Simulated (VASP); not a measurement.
**NaF in VASP 6.6.1, single-point calculation**

INCAR

```
LCHARG = .FALSE.
NBANDS = 14
ISMEAR = -1
LASPH = .TRUE.
ISIF = 2
EDIFF = 1E-7
GGA = XX
ENCUT = 520
NSW = 0
NELM = 90
IBRION = -1
SIGMA = 0.02
LWAVE = .FALSE.
LREAL = .FALSE.
PREC = Accurate
```

KPOINTS

```
KPOINTS created by Atomic Simulation Environment
0
Gamma
8 8 8
0 0 0
```

POSCAR

```
Na F
 1.0000000000000000
     0.0000000000000000    2.5312613679000000    2.5312613679000000
     2.4059639302000000    0.0000000000000000    2.5312613679000000
     2.4059639302000000    2.5312613679000000    0.0000000000000000
 Na  F
   1   1
Cartesian
  0.0000000000000000  0.0000000000000000  0.0000000000000000
  1.2029819651000000  1.2656306839500000  1.2656306839500000
```

The recommended PBE PAW datasets give the neutral cell 14 valence electrons.

Command

```
mpirun -np 1 vasp_std
```

Problem. How does this run end, and what does it give?

Solution. VASP stopped before the first electronic step.

Standard output (part)

```
POSCAR found type information on POSCAR NaF
 POSCAR found :  2 types and       2 ions
|     EEEEEEE  RRRRRR   RRRRRR   OOOOOOO  RRRRRR      ###     ###     ###     |
|     E        R     R  R     R  O     O  R     R     ###     ###     ###     |
|     E        R     R  R     R  O     O  R     R     ###     ###     ###     |
|     EEEEE    RRRRRR   RRRRRR   O     O  RRRRRR       #       #       #      |
|     E        R    R   R    R   O     O  R    R      ###     ###     ###     |
|     EEEEEEE  R     R  R     R  OOOOOOO  R     R     ###     ###     ###     |
|     Error: One of the selected functionals does not exist.                  |
|       ---->  I REFUSE TO CONTINUE WITH THIS SICK JOB ... BYE!!! <----       |
```

The fault: unknown functional word.
